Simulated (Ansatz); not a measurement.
**Eu under changes of volume**

One of the cells (48.859 Å³/atom); the others are scaled copies at fixed shape and fractional positions:

```xyz
1
Lattice="-2.3030 2.3030 2.3030 2.3030 -2.3030 2.3030 2.3030 2.3030 -2.3030" Properties=species:S:1:pos:R:3 pbc="T T T"
Eu    0.0000    0.0000    0.0000
```

* Program: Ansatz 0.2.0
* Functional: PBE
* Potentials or basis: PseudoDojo 3+ lanthanides
* Cutoff: 680 eV
* Density cutoff: 2721 eV
* k mesh: 8 × 8 × 8
* Occupations: gaussian, width 0.1 eV
* Spin: collinear spin, ferromagnetic start
* Starting moments: [7.0] μB

| volume (Å³/atom) | energy over the lowest point (meV/atom) | pressure (GPa) | moment (μB per cell) |
| --- | --- | --- | --- |
| 45.927 | 0.00 | -6.9 | 0.55 |
| 46.904 | 43.08 | -7.1 | 0.59 |
| 47.882 | 86.95 | -7.2 | 0.65 |
| 48.859 | 131.40 | -7.4 | 0.70 |
| 49.836 | ? | ? | ? |
| 50.813 | 222.11 | -7.6 | 0.75 |
| 51.790 | 268.35 | -7.6 | 0.76 |

What does the run at 49.836 Å³/atom give?

Energy over the lowest point 176.45 meV/atom; pressure -7.5 GPa; moment 0.73 μB per cell.

Worked out: A Birch-Murnaghan fit of order 3 (a polynomial in V^(-2/3)) to the other rows has no minimum within the range. It gives 176.46 meV/atom at 49.836 Å³/atom, against the run's 176.45, and -dE/dV = -7.4 GPa, against -7.5. A parabola through the other rows of the moment, of slope 0.0283 μB per Å³/atom there, gives 0.72 μB, against the run's 0.73.

Energies are extrapolated to zero smearing.

Caveats: the starting moments weren't kept (some runs).
